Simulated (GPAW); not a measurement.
# HgTe (Coloradoite) (F-43m) in GPAW: notebook

The runs below take HgTe (Coloradoite) through single point, with PBE.

Everything below comes from runs of GPAW 26.7.0. Logs are shortened: lines on timing, memory, paths and dates and some standing lists are left out, and cuts for length are marked. The log counts tension as positive stress, the text compression.

## (1) The crystal as given

It takes space group F-43m (No. 216, cubic). Conventional cell: a = 6.429 Å, b = 6.429 Å, c = 6.429 Å, α = 90.00°, β = 90.00°, γ = 90.00°. Hg (site symmetry -43m) has 4 Te at 2.78 Å as nearest neighbours. Te (site symmetry -43m) has 4 Hg at 2.78 Å as nearest neighbours.

## (2) Single point, PBE

File run.py:

```python
from ase import Atoms
from ase.dft.bandgap import bandgap
from ase.io import write
from ase.units import GPa
from gpaw import GPAW, PW

atoms = Atoms(['Hg', 'Te'],
              cell=[[0.0, 3.2145, 3.2145],
                    [3.2145, 0.0, 3.2145],
                    [3.2145, 3.2145, 0.0]],
              scaled_positions=[[0.0, 0.0, 0.0],
                                [0.75, 0.75, 0.75]],
              pbc=True)

calc = GPAW(mode=PW(400),
            xc='PBE',
            kpts={'size': (6, 6, 6), 'gamma': True},
            occupations={'name': 'fermi-dirac', 'width': 0.05},
            nbands=18,
            maxiter=120,
            txt='gpaw.txt')
atoms.calc = calc
energy = atoms.get_potential_energy()
forces = atoms.get_forces()
stress = atoms.get_stress()
calc.write('gs.gpw')
write('result.traj', atoms)
print(f'Energy: {energy:.6f} eV')
print('Forces (eV/A):')
print(forces.round(4))
print('Stress (GPa):', (stress / GPa).round(3))
print('Fermi level:', round(calc.get_fermi_level(), 4), 'eV')
print(f'Gap: {bandgap(calc)[0]:.4f} eV, direct: {bandgap(calc, direct=True)[0]:.4f} eV')
```

Potentials or basis: GPAW PAW data sets (gpaw-data 1.2.1), pw.

On the command line:

```console
OMP_NUM_THREADS=1 python run.py
```

gpaw.txt:

```text
__  _  _
 | _ |_)|_||  |
 |__||  | ||/\| - 26.7.0

Input parameters:
  mode=PW(ecut=400.0),
  kpts=MonkhorstPack(size=(6, 6, 6), gamma=True),
  maxiter=120,
  nbands=18,
  occupations=Occupations(name='fermi-dirac', width=0.05),
  xc=XC(name='PBE')

Diagonalizing LCAO Hamiltonian
Converting LCAO to pw mode

                      Te

       Hg

Atoms  # Å, Bohr magnetons
|   | symbol |        x |        y |        z |    initial magnetic moments |
|---|--------|----------|----------|----------|-----------------------------|
| 0 |     Hg | 0.000000 | 0.000000 | 0.000000 | ( 0.0000,  0.0000,  0.0000) |
| 1 |     Te | 4.821750 | 4.821750 | 4.821750 | ( 0.0000,  0.0000,  0.0000) |

Unit cell  # Å
| periodic |        x |        y |        z |  lengths |    angles |
|----------|----------|----------|----------|----------|-----------|
|      yes | 0.000000 | 3.214500 | 3.214500 | 4.545989 | 60.000000 |
|      yes | 3.214500 | 0.000000 | 3.214500 | 4.545989 | 60.000000 |
|      yes | 3.214500 | 3.214500 | 0.000000 | 4.545989 | 60.000000 |

Number of symmetries: 24
Symmetry operations  # r_c * U_cc + t_c -> r_c
|    | kind |            matrix            |
|----|------|------------------------------|
|  0 |  E   |  1, 0, 0,  0, 1, 0,  0, 0, 1 |
|  1 |  σ   |  1, 0, 0,  0, 0, 1,  0, 1, 0 |
|  2 |  σ   |  1, 0,-1,  0, 1,-1,  0, 0,-1 |
|  3 |  C3  |  1, 0,-1,  0, 0,-1,  0, 1,-1 |
|  4 |  C3  |  1,-1, 0,  0,-1, 1,  0,-1, 0 |
|  5 |  σ   |  1,-1, 0,  0,-1, 0,  0,-1, 1 |
|  6 |  σ   |  0, 1, 0,  1, 0, 0,  0, 0, 1 |
|  7 |  C3  |  0, 1, 0,  0, 0, 1,  1, 0, 0 |
|  8 |  C2  |  0, 1,-1,  1, 0,-1,  0, 0,-1 |
|  9 |  S4  |  0, 1,-1,  0, 0,-1,  1, 0,-1 |
| 10 |  C3  |  0, 0, 1,  1, 0, 0,  0, 1, 0 |
| 11 |  σ   |  0, 0, 1,  0, 1, 0,  1, 0, 0 |
| 12 |  S4  |  0, 0,-1,  1, 0,-1,  0, 1,-1 |
| 13 |  C3  |  0, 0,-1,  0, 1,-1,  1, 0,-1 |
| 14 |  S4  |  0,-1, 1,  1,-1, 0,  0,-1, 0 |
| 15 |  C2  |  0,-1, 1,  0,-1, 0,  1,-1, 0 |
| 16 |  C3  |  0,-1, 0,  1,-1, 0,  0,-1, 1 |
| 17 |  S4  |  0,-1, 0,  0,-1, 1,  1,-1, 0 |
| 18 |  S4  | -1, 1, 0, -1, 0, 1, -1, 0, 0 |
| 19 |  C3  | -1, 1, 0, -1, 0, 0, -1, 0, 1 |
| 20 |  C3  | -1, 0, 1, -1, 1, 0, -1, 0, 0 |
| 21 |  S4  | -1, 0, 1, -1, 0, 0, -1, 1, 0 |
| 22 |  σ   | -1, 0, 0, -1, 1, 0, -1, 0, 1 |
| 23 |  C2  | -1, 0, 0, -1, 0, 1, -1, 1, 0 |

BZ-sampling:
  Number of BZ points: 216
  Number of IBZ points: 16

  Monkhorst-Pack size: [6, 6, 6]
  Monkhorst-Pack shift: [0.08333333333333333, 0.08333333333333333, 0.08333333333333333]

K-points  # in reciprocal-cell coordinates
|     |                                coordinates |     weight |
|-----|--------------------------------------------|------------|
|   0 | (  0.00000000,   0.00000000,   0.00000000) | 0.00462963 |
|   1 | (  0.16666667,   0.16666667,   0.00000000) | 0.02777778 |
|   2 | (  0.16666667,   0.16666667,   0.16666667) | 0.03703704 |
|   3 | (  0.33333333,   0.16666667,   0.16666667) | 0.05555556 |
|   4 | (  0.33333333,   0.33333333,  -0.33333333) | 0.05555556 |
|   5 | (  0.33333333,   0.33333333,   0.00000000) | 0.02777778 |
|   6 | (  0.33333333,   0.33333333,   0.16666667) | 0.11111111 |
|   7 | (  0.33333333,   0.33333333,   0.33333333) | 0.03703704 |
|   8 | (  0.50000000,   0.33333333,  -0.33333333) | 0.11111111 |
|   9 | (  0.50000000,   0.33333333,  -0.16666667) | 0.05555556 |
| ... |                                            |            |
|  15 | (  0.50000000,   0.50000000,   0.50000000) | 0.01851852 |

Plane wave coefficients: 1243
Cutoff: 400.0 eV

Spin-components: 1 (collinear spins)
Bands:           18
Projectors:      11
Spin-degeneracy: 2
Datatype:        complex128

Parallelization:
  kpt:    1
  domain: 1
  band:   1

Density:
  Valence electrons: 24.0
  Components: 1
  Grid points: [21 21 21]
  Charge: 0.0  # |e|

Potential:
  Grid points: [21 21 21]

species:
  Hg:
    name:    Mercury
    Z:       80.0
    valence: 18
    core:    62
    charge:  0.0  # [|e|]
    compensation charges:
      type: gauss
      rc: 0.41  # [Å]
      lmax: 2
    cutoffs:
      filter: 2.17  # [Å]
      core: 2.06  # [Å]
    projectors
    | kind |    occ | energy [eV] | rcut [Å] |
    |------|--------|-------------|----------|
    |   6s |  2.000 |      -6.783 |    1.307 |
    |   5p |  6.000 |     -66.572 |    1.291 |
    |   6p |  0.000 |      -1.056 |    1.291 |
    |   5d | 10.000 |      -9.891 |    1.302 |
    |    s |        |      20.429 |    1.307 |
    |    d |        |      17.320 |    1.302 |

    Using partial waves for Hg as LCAO basis

  Te:
    name:    Tellurium
    Z:       52.0
    valence: 6
    core:    46
    charge:  0.0  # [|e|]
    compensation charges:
      type: gauss
      rc: 0.36  # [Å]
      lmax: 2
    cutoffs:
      filter: 2.09  # [Å]
      core: 3.17  # [Å]
    projectors
    | kind |    occ | energy [eV] | rcut [Å] |
    |------|--------|-------------|----------|
    |   5s |  2.000 |     -15.089 |    1.180 |
    |   5p |  4.000 |      -5.955 |    1.196 |
    |    s |        |      12.123 |    1.180 |
    |    p |        |      21.256 |    1.196 |
    |    d |        |       0.000 |    1.238 |

    Using partial waves for Te as LCAO basis

Reference energy: -717946.462161  # eV

eigensolver:
  PPCG
  Converge bands: occupied
  niter=2

density mixing:
  MSR1-Mixer
  Pratt-step length: 0.05
  Maximum mixing coefficient: 0.75
  Old densities: 10
  SVD Regularization: 0.005
  Good broyden scale: 1.0
  Trust region scale: 1.0
  Backstep threshold: 4.0
  History deletion threshold: 6.0
  Fourier metric: weight=20.0, sigma=0.015

occupation numbers:
  Fermi-Dirac:
    width: 0.0500  # eV

poisson solver:
  ecut: 3200.0  # eV

xc functional:
  name: PBE with 2 nearest neighbor stencil

convergence criteria:
- Maximum [total energy] change in last 3 cyles: 0.0005 eV / valence electron
- Maximum integral of absolute [dens]ity change: 0.0001 electrons / valence electron
- Maximum integral of absolute [eigenst]ate change: 4e-08 eV^2 / valence electron
maximum number of iterations: 120

SCF iterations
|iter     | |      energy | eigst |  dens |
|---------|-|-------------|-------|-------|
|iter:   1| |   -4.485004 | -0.11 |       |
|iter:   2| |   -4.444737 | -2.10 | -1.44 |
|iter:   3| |   -4.335714 | -2.00 | -1.48 |
|iter:   4| |   -4.346067 | -2.72 | -1.88 |
|iter:   5| |   -4.352375 | -3.07 | -2.21 |
|iter:   6| |   -4.352699c| -4.45 | -3.24 |
|iter:   7| |   -4.352749c| -5.13 | -3.71 |
|iter:   8| |   -4.352749c| -6.75 | -4.28c|
|iter:   9| |   -4.352749c| -7.33 | -4.98c|
|iter:  10| |   -4.352749c| -7.78c| -5.47c|

Converged in 10 steps
Energy contributions relative to reference atoms: (reference = -717946.462161)

Energy contributions:
  Kinetic:          30.410732
  Coulomb:         -25.157727
  Zero:             -1.911177
  External:          0.000000
  Xc:               -7.694102
  Entropy:          -0.000949
  Spinorbit:         0.000000
  ----------------------------
  Free energy:      -4.353224
  Extrapolated:     -4.352749

dipole moment: (-17.496545, -17.496545, -17.496545)  # |e|*Ang

Fermi level: 4.737
Eigenvalues  # (at kpt = [0.000, 0.000, 0.000])
| band index |      eig [eV] | occ [0-2] |
|------------|---------------|-----------|
|          0 |       -58.869 |     2.000 |
|        ... |               |           |
|          5 |        -2.855 |     2.000 |
|          6 |        -2.855 |     2.000 |
|          7 |        -2.330 |     2.000 |
|          8 |        -2.330 |     2.000 |
|          9 |         4.141 |     2.000 |
|         10 |         4.700 |     1.346 |
|         11 |         4.700 |     1.346 |
|         12 |         4.700 |     1.346 |
|         13 |         8.934 |     0.000 |
|         14 |         8.934 |     0.000 |
|         15 |         8.934 |     0.000 |
|         16 |        11.253 |     0.000 |
|         17 |        14.427 |     0.000 |

No gap
No difference between direct/indirect transitions

Forces  # eV/Ang
|        x |        y |        z |
|----------|----------|----------|
| -0.00000 | -0.00000 | -0.00000 |  # Hg   0
|  0.00000 |  0.00000 | -0.00000 |  # Te   1

Stress tensor  # eV/Ang^3
|         x |         y |         z |
|-----------|-----------|-----------|
| -0.021500 | -0.000000 |  0.000000 |
| -0.000000 | -0.021500 |  0.000000 |
|  0.000000 |  0.000000 | -0.021500 |

# Writing to gs.gpw (mode='')
```

It took 20 s on 1 thread of Intel Xeon at 2.50GHz (Skylake/Cascade Lake), shared host; peak memory 0.14 GiB.

The run converged, but some of its settings lie outside the range that counts as converged, so its numbers aren't taken as properties of the crystal.

Results:

```yaml
Free_energy: -4.3532 eV
Pressure: 3.4 GPa
Band_gap_on_the_k_mesh: none (metal or under the smearing width)
```

Caveat: the cutoff is short for stress and forces, so pressures can be off by a GPa or more.

## (3) Single point, PBE

Changes to run.py since step 2:

```diff
@@ -1,4 +1,3 @@
-from ase import Atoms
 from ase.dft.bandgap import bandgap
-from ase.io import write
+from ase.io import read, write
 from ase.units import GPa
@@ -6,9 +5,3 @@
 
-atoms = Atoms(['Hg', 'Te'],
-              cell=[[0.0, 3.2145, 3.2145],
-                    [3.2145, 0.0, 3.2145],
-                    [3.2145, 3.2145, 0.0]],
-              scaled_positions=[[0.0, 0.0, 0.0],
-                                [0.75, 0.75, 0.75]],
-              pbc=True)
+atoms = read('HgTe.xyz')
```

File HgTe.xyz:

```xyz
2
Lattice="0.0000000000 3.2145000000 3.2145000000 3.2145000000 0.0000000000 3.2145000000 3.2145000000 3.2145000000 0.0000000000" Properties=species:S:1:pos:R:3 pbc="T T T"
Hg     0.0000000000      0.0000000000      0.0000000000
Te     4.8217500000      4.8217500000      4.8217500000
```

Potentials or basis: GPAW PAW data sets (gpaw-data 1.2.1), pw.

On the command line:

```console
OMP_NUM_THREADS=1 python run.py
```

gpaw.txt:

```text
__  _  _
 | _ |_)|_||  |
 |__||  | ||/\| - 26.7.0

Input parameters:
  mode=PW(ecut=400.0),
  kpts=MonkhorstPack(size=(6, 6, 6), gamma=True),
  maxiter=120,
  nbands=18,
  occupations=Occupations(name='fermi-dirac', width=0.05),
  xc=XC(name='PBE')

Diagonalizing LCAO Hamiltonian
Converting LCAO to pw mode

                      Te

       Hg

Atoms  # Å, Bohr magnetons
|   | symbol |        x |        y |        z |    initial magnetic moments |
|---|--------|----------|----------|----------|-----------------------------|
| 0 |     Hg | 0.000000 | 0.000000 | 0.000000 | ( 0.0000,  0.0000,  0.0000) |
| 1 |     Te | 4.821750 | 4.821750 | 4.821750 | ( 0.0000,  0.0000,  0.0000) |

Unit cell  # Å
| periodic |        x |        y |        z |  lengths |    angles |
|----------|----------|----------|----------|----------|-----------|
|      yes | 0.000000 | 3.214500 | 3.214500 | 4.545989 | 60.000000 |
|      yes | 3.214500 | 0.000000 | 3.214500 | 4.545989 | 60.000000 |
|      yes | 3.214500 | 3.214500 | 0.000000 | 4.545989 | 60.000000 |

Number of symmetries: 24
Symmetry operations  # r_c * U_cc + t_c -> r_c
|    | kind |            matrix            |
|----|------|------------------------------|
|  0 |  E   |  1, 0, 0,  0, 1, 0,  0, 0, 1 |
|  1 |  σ   |  1, 0, 0,  0, 0, 1,  0, 1, 0 |
|  2 |  σ   |  1, 0,-1,  0, 1,-1,  0, 0,-1 |
|  3 |  C3  |  1, 0,-1,  0, 0,-1,  0, 1,-1 |
|  4 |  C3  |  1,-1, 0,  0,-1, 1,  0,-1, 0 |
|  5 |  σ   |  1,-1, 0,  0,-1, 0,  0,-1, 1 |
|  6 |  σ   |  0, 1, 0,  1, 0, 0,  0, 0, 1 |
|  7 |  C3  |  0, 1, 0,  0, 0, 1,  1, 0, 0 |
|  8 |  C2  |  0, 1,-1,  1, 0,-1,  0, 0,-1 |
|  9 |  S4  |  0, 1,-1,  0, 0,-1,  1, 0,-1 |
| 10 |  C3  |  0, 0, 1,  1, 0, 0,  0, 1, 0 |
| 11 |  σ   |  0, 0, 1,  0, 1, 0,  1, 0, 0 |
| 12 |  S4  |  0, 0,-1,  1, 0,-1,  0, 1,-1 |
| 13 |  C3  |  0, 0,-1,  0, 1,-1,  1, 0,-1 |
| 14 |  S4  |  0,-1, 1,  1,-1, 0,  0,-1, 0 |
| 15 |  C2  |  0,-1, 1,  0,-1, 0,  1,-1, 0 |
| 16 |  C3  |  0,-1, 0,  1,-1, 0,  0,-1, 1 |
| 17 |  S4  |  0,-1, 0,  0,-1, 1,  1,-1, 0 |
| 18 |  S4  | -1, 1, 0, -1, 0, 1, -1, 0, 0 |
| 19 |  C3  | -1, 1, 0, -1, 0, 0, -1, 0, 1 |
| 20 |  C3  | -1, 0, 1, -1, 1, 0, -1, 0, 0 |
| 21 |  S4  | -1, 0, 1, -1, 0, 0, -1, 1, 0 |
| 22 |  σ   | -1, 0, 0, -1, 1, 0, -1, 0, 1 |
| 23 |  C2  | -1, 0, 0, -1, 0, 1, -1, 1, 0 |

BZ-sampling:
  Number of BZ points: 216
  Number of IBZ points: 16

  Monkhorst-Pack size: [6, 6, 6]
  Monkhorst-Pack shift: [0.08333333333333333, 0.08333333333333333, 0.08333333333333333]

K-points  # in reciprocal-cell coordinates
|     |                                coordinates |     weight |
|-----|--------------------------------------------|------------|
|   0 | (  0.00000000,   0.00000000,   0.00000000) | 0.00462963 |
|   1 | (  0.16666667,   0.16666667,   0.00000000) | 0.02777778 |
|   2 | (  0.16666667,   0.16666667,   0.16666667) | 0.03703704 |
|   3 | (  0.33333333,   0.16666667,   0.16666667) | 0.05555556 |
|   4 | (  0.33333333,   0.33333333,  -0.33333333) | 0.05555556 |
|   5 | (  0.33333333,   0.33333333,   0.00000000) | 0.02777778 |
|   6 | (  0.33333333,   0.33333333,   0.16666667) | 0.11111111 |
|   7 | (  0.33333333,   0.33333333,   0.33333333) | 0.03703704 |
|   8 | (  0.50000000,   0.33333333,  -0.33333333) | 0.11111111 |
|   9 | (  0.50000000,   0.33333333,  -0.16666667) | 0.05555556 |
| ... |                                            |            |
|  15 | (  0.50000000,   0.50000000,   0.50000000) | 0.01851852 |

Plane wave coefficients: 1243
Cutoff: 400.0 eV

Spin-components: 1 (collinear spins)
Bands:           18
Projectors:      11
Spin-degeneracy: 2
Datatype:        complex128

Parallelization:
  kpt:    1
  domain: 1
  band:   1

Density:
  Valence electrons: 24.0
  Components: 1
  Grid points: [21 21 21]
  Charge: 0.0  # |e|

Potential:
  Grid points: [21 21 21]

species:
  Hg:
    name:    Mercury
    Z:       80.0
    valence: 18
    core:    62
    charge:  0.0  # [|e|]
    compensation charges:
      type: gauss
      rc: 0.41  # [Å]
      lmax: 2
    cutoffs:
      filter: 2.17  # [Å]
      core: 2.06  # [Å]
    projectors
    | kind |    occ | energy [eV] | rcut [Å] |
    |------|--------|-------------|----------|
    |   6s |  2.000 |      -6.783 |    1.307 |
    |   5p |  6.000 |     -66.572 |    1.291 |
    |   6p |  0.000 |      -1.056 |    1.291 |
    |   5d | 10.000 |      -9.891 |    1.302 |
    |    s |        |      20.429 |    1.307 |
    |    d |        |      17.320 |    1.302 |

    Using partial waves for Hg as LCAO basis

  Te:
    name:    Tellurium
    Z:       52.0
    valence: 6
    core:    46
    charge:  0.0  # [|e|]
    compensation charges:
      type: gauss
      rc: 0.36  # [Å]
      lmax: 2
    cutoffs:
      filter: 2.09  # [Å]
      core: 3.17  # [Å]
    projectors
    | kind |    occ | energy [eV] | rcut [Å] |
    |------|--------|-------------|----------|
    |   5s |  2.000 |     -15.089 |    1.180 |
    |   5p |  4.000 |      -5.955 |    1.196 |
    |    s |        |      12.123 |    1.180 |
    |    p |        |      21.256 |    1.196 |
    |    d |        |       0.000 |    1.238 |

    Using partial waves for Te as LCAO basis

Reference energy: -717946.462161  # eV

eigensolver:
  PPCG
  Converge bands: occupied
  niter=2

density mixing:
  MSR1-Mixer
  Pratt-step length: 0.05
  Maximum mixing coefficient: 0.75
  Old densities: 10
  SVD Regularization: 0.005
  Good broyden scale: 1.0
  Trust region scale: 1.0
  Backstep threshold: 4.0
  History deletion threshold: 6.0
  Fourier metric: weight=20.0, sigma=0.015

occupation numbers:
  Fermi-Dirac:
    width: 0.0500  # eV

poisson solver:
  ecut: 3200.0  # eV

xc functional:
  name: PBE with 2 nearest neighbor stencil

convergence criteria:
- Maximum [total energy] change in last 3 cyles: 0.0005 eV / valence electron
- Maximum integral of absolute [dens]ity change: 0.0001 electrons / valence electron
- Maximum integral of absolute [eigenst]ate change: 4e-08 eV^2 / valence electron
maximum number of iterations: 120

SCF iterations
|iter     | |      energy | eigst |  dens |
|---------|-|-------------|-------|-------|
|iter:   1| |   -4.485004 | -0.11 |       |
|iter:   2| |   -4.444737 | -2.10 | -1.44 |
|iter:   3| |   -4.335714 | -2.00 | -1.48 |
|iter:   4| |   -4.346067 | -2.72 | -1.88 |
|iter:   5| |   -4.352375 | -3.07 | -2.21 |
|iter:   6| |   -4.352699c| -4.45 | -3.24 |
|iter:   7| |   -4.352749c| -5.13 | -3.71 |
|iter:   8| |   -4.352749c| -6.75 | -4.28c|
|iter:   9| |   -4.352749c| -7.33 | -4.98c|
|iter:  10| |   -4.352749c| -7.78c| -5.47c|

Converged in 10 steps
Energy contributions relative to reference atoms: (reference = -717946.462161)

Energy contributions:
  Kinetic:          30.410732
  Coulomb:         -25.157727
  Zero:             -1.911177
  External:          0.000000
  Xc:               -7.694102
  Entropy:          -0.000949
  Spinorbit:         0.000000
  ----------------------------
  Free energy:      -4.353224
  Extrapolated:     -4.352749

dipole moment: (-17.496545, -17.496545, -17.496545)  # |e|*Ang

Fermi level: 4.737
Eigenvalues  # (at kpt = [0.000, 0.000, 0.000])
| band index |      eig [eV] | occ [0-2] |
|------------|---------------|-----------|
|          0 |       -58.869 |     2.000 |
|        ... |               |           |
|          5 |        -2.855 |     2.000 |
|          6 |        -2.855 |     2.000 |
|          7 |        -2.330 |     2.000 |
|          8 |        -2.330 |     2.000 |
|          9 |         4.141 |     2.000 |
|         10 |         4.700 |     1.346 |
|         11 |         4.700 |     1.346 |
|         12 |         4.700 |     1.346 |
|         13 |         8.934 |     0.000 |
|         14 |         8.934 |     0.000 |
|         15 |         8.934 |     0.000 |
|         16 |        11.253 |     0.000 |
|         17 |        14.427 |     0.000 |

No gap
No difference between direct/indirect transitions

Forces  # eV/Ang
|       x |        y |        z |
|---------|----------|----------|
| 0.00000 | -0.00000 | -0.00000 |  # Hg   0
| 0.00000 | -0.00000 |  0.00000 |  # Te   1

Stress tensor  # eV/Ang^3
|         x |         y |         z |
|-----------|-----------|-----------|
| -0.021500 | -0.000000 |  0.000000 |
| -0.000000 | -0.021500 |  0.000000 |
|  0.000000 |  0.000000 | -0.021500 |

# Writing to gs.gpw (mode='')
```

It took 16 s on 1 thread of Intel Xeon at 2.50GHz (Skylake/Cascade Lake), shared host; peak memory 0.14 GiB.

These settings aren't checked as converged: the numbers below hold their error.

What came out:

```yaml
Free_energy: -4.3532 eV
Pressure: 3.4 GPa
Band_gap_on_the_k_mesh: none (metal or under the smearing width)
```

Caveat: the cutoff is short for stress and forces, so pressures can be off by a GPa or more.

## (4) Single point, PBE

Changes to run.py since step 3:

```diff
@@ -5,5 +5,5 @@
 
-atoms = read('HgTe.xyz')
+atoms = read('POSCAR')
 
-calc = GPAW(mode=PW(400),
+calc = GPAW(mode=PW(450),
             xc='PBE',
```

File POSCAR:

```
HgTe
1.0
    0.0000000000      3.2145000000      3.2145000000
    3.2145000000      0.0000000000      3.2145000000
    3.2145000000      3.2145000000      0.0000000000
Hg Te
1 1
Direct
    0.0000000000      0.0000000000      0.0000000000
    0.7500000000      0.7500000000      0.7500000000
```

On the command line:

```console
OMP_NUM_THREADS=1 python run.py
```

Wall time 12 s (1 thread of Arm Neoverse V1, shared host); peak memory 0.14 GiB.

It converged, with:

```yaml
Free_energy: -4.4031 eV
Pressure: 4.2 GPa
Band_gap_on_the_k_mesh: none (metal or under the smearing width)
```

Levels at points of the mesh, in eV from the Fermi level:
```tsv
k point	band 8	band 9	band 10	band 11	band 12	band 13	band 14
(0.00, 0.00, 0.00)	-7.07	-7.07	-0.59	-0.04	-0.04	-0.04	4.20
(0.50, 0.50, 0.00)	-7.00	-6.57	-5.50	-2.38	-2.38	1.94	2.42
(0.50, 0.50, 0.50)	-7.05	-6.73	-5.58	-1.06	-1.06	0.76	5.01
```

Caveat: the cutoff is short for stress and forces, so pressures can be off by a GPa or more. Spin-orbit coupling is left out, which matters for the levels of Hg, Te.

## (5) The reference run

An earlier run on the cell as given: functional PBEsol; potentials or basis PAW data sets generated in the run's folder for this functional; cutoff 600 eV; basis pw; k mesh 7 × 7 × 7; occupations fermi-dirac, width 0.05 eV; no spin polarisation.

* Pressure: 1.7 GPa
* Band gap on the k mesh: none (metal or under the smearing width)
